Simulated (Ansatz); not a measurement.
# PbS (zincblende): other levels of theory at one geometry

The task here is to estimate one member of a computed series from the others.

Computed with Ansatz 0.2.0 (DFT at several levels, plane waves, PAW, unless a step's input says otherwise).

2 further runs of the same task are left out: 1 that didn't finish, 1 set aside as unsound or not needed. Runs told in other sessions of the task aren't counted.

**The starting structure**

It takes space group F-43m (No. 216, cubic). The conventional cell has a = 6.648 Å, b = 6.648 Å, c = 6.648 Å, α = 90.00°, β = 90.00°, γ = 90.00°. Pb (site symmetry -43m) has 4 S at 2.88 Å in its first shell of neighbours. S (site symmetry -43m) is surrounded by 4 Pb at 2.88 Å.

Structure file:

```xyz
2
Lattice="0.0000 3.3238 3.3238 3.3238 0.0000 3.3238 3.3238 3.3238 0.0000" Properties=species:S:1:pos:R:3 pbc="T T T"
Pb    0.0000    0.0000    0.0000
S     1.6619    1.6619    1.6619
```

An earlier run at PBE left this cell at 36.721 Å³/atom and 0.00 GPa (10×10×10 mesh), gap on the mesh 0.89 eV.

Levels to run: PBE+SOC; r²SCAN; PBEsol; LDA; HSE06. Hardware: 2 threads of Arm Neoverse V1, shared host.

Set-up of the first run:

input.yaml reads:

```yaml
crystal:
  lattice:
    - [0.0, 3.3238313106, 3.3238313106]
    - [3.3238313106, 0.0, 3.3238313106]
    - [3.3238313106, 3.3238313106, 0.0]
  atoms:
    - { symbol: Pb, position: [0.0, 0.0, 0.0] }
    - { symbol: S, position: [0.25, 0.25, 0.25] }
basis:
  ecutwfc: 420
  ecutrho_ratio: 4
kpoints:
  mp_grid: { grid: [10, 10, 10] }
hamiltonian:
  xc: pbe
scf:
  occupations: { method: gaussian, width: 0.05 }
output:
  forces: true
  stress: true
  eigenvalues: true
  populations: true
  dos: { projected: true, de: 0.02 }
  write_density: true
  write_potential: true
  elf: true
  volumetric_format: npy
magnetization:
  noncollinear: true
  spin_orbit: true
```

Command:

```sh
$ ansatz run input.yaml --threads 2 --pin off --max-ram 2662MiB --backend cpu --events-out ev --progress --plain --runs-dir out
```

Among the steps run: PBE+SOC; r²SCAN; PBEsol; LDA; HSE06.

One table of the session follows, with a row left open; its other results are not shown here.

```
  level  gap on the mesh (eV)  pressure (GPa)
    PBE                  0.89             0.0
    LDA                  0.71            -2.8
 PBEsol                  0.80            -1.7
PBE+SOC                     ?               ?
 r²SCAN                  1.04            -0.8
  HSE06                  1.35            -0.7
```

Q: Estimate the row for PBE+SOC from the others.

As computed: gap on the mesh (eV): 0.80; pressure (GPa): -0.1.

The pressure runs from -2.8 GPa (LDA) to 0.0 GPa (PBE); a negative pressure means that level wants a smaller cell, a positive one a larger cell. The gap is widest with HSE06 (1.35 eV) and narrowest with LDA (0.71 eV). Total energies of different levels have different zeros and can't be compared.

Limits of these values: Warnings in the runs' records: stress exchange threshold loose, stress scf threshold loose.
